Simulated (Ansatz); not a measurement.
# CuO: the cost of one run

Method: DFT r²SCAN+U (U_eff = 2.5 eV on Cu d), plane waves, PAW, in Ansatz 0.2.0.

**1. Starting point**

The structure is monoclinic, space group Cc (No. 9). The conventional cell has a = 4.689 Å, b = 3.427 Å, c = 5.132 Å, α = 90.00°, β = 99.65°, γ = 90.00°. Around Cu (site symmetry 1) lie 4 O at 1.91 to 2.02 Å. O (site symmetry 1) is surrounded by 4 Cu at 1.91 to 2.02 Å.

Coordinates:

```xyz
4
Lattice="2.3446 -1.7134 0.0000 2.3446 1.7134 0.0000 -0.8605 0.0000 5.0594" Properties=species:S:1:pos:R:3 pbc="T T T"
Cu    1.1723    0.8457    0.0000
Cu    0.7420   -0.8457    2.5297
O     2.0724   -0.2841    1.2836
O     1.6421    0.2841    3.8133
```

Magnetic order typed: opposed in the cell.

**2. From atoms, symmetry kept, no search**

input.yaml

```yaml
crystal:
  lattice:
    - [2.34464976, -1.71339982, 0.0]
    - [2.34464976, 1.71339982, 0.0]
    - [-0.86054991, 0.0, 5.05943948]
  atoms:
    - { symbol: Cu, position: [0.0032, 0.4968, 0.0], spin: 1.0 }
    - { symbol: Cu, position: [0.4968, 0.0032, 0.5], spin: -1.0 }
    - { symbol: O, position: [0.5714, 0.4056, 0.2537] }
    - { symbol: O, position: [0.4056, 0.5714, 0.7537] }
basis:
  ecutwfc: 500
  ecutrho_ratio: 4
kpoints:
  mp_grid: { grid: [7, 7, 4] }
hamiltonian:
  xc: r2scan
  hubbard:
    sites: [{ site: 0, l: d, u_eff: 2.5 }, { site: 1, l: d, u_eff: 2.5 }]
scf:
  occupations: { method: gaussian, width: 0.05 }
  lower_state_search: "off"
  max_iter: 150
output:
  forces: true
  stress: true
  eigenvalues: true
  populations: true
  hubbard: { sites: [{ site: 0, l: d }, { site: 1, l: d }] }
magnetization:
  spin_polarized: true
```

Run with:

```bash
$ ansatz run input.yaml --threads 4 --pin off --max-ram 6144MiB --backend cpu --events-out ev --progress --plain --runs-dir out
```

Q: Estimate wall time and peak memory on 4 threads of Arm Neoverse V1, shared host.

About 39 s, with a peak of 0.69 GiB.
